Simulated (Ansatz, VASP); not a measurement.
Ge: VASP beside Ansatz

```
Ge
1.0
     1.42455   -2.65152    0.00000
     1.42455    2.65152    0.00000
     0.00000    0.00000    2.75115
Ge
1
Direct
  0.50000 0.50000 0.00000
```

Change from the starting cell: volume scaled by 1.06.

Alike in both runs: task single point; functional PBE; k mesh 11 × 11 × 10; occupations fermi-dirac, width 0.05 eV; no spin polarisation.

```csv
,VASP,Ansatz
version,VASP 6.6.1,Ansatz 0.2.0
potentials or method,"VASP PAW PBE potentials, release 64 (Ge_d)",Ansatz PAW
plane-wave cutoff (eV),520,420
valence electrons in the cell,14,14
```

Ansatz gave:

```
gap on the k mesh at the Fermi level (eV)       : none
pressure (GPa)                                  : -3.8
largest component of the traceless stress (GPa) : 1.55
```

**Question.** Estimate VASP's values.

**Answer.** gap on the k mesh at the Fermi level (eV): none; pressure (GPa): -3.8; largest component of the traceless stress (GPa): 1.56.

A gap of «none» marks a metal or a gap that the smearing closes.
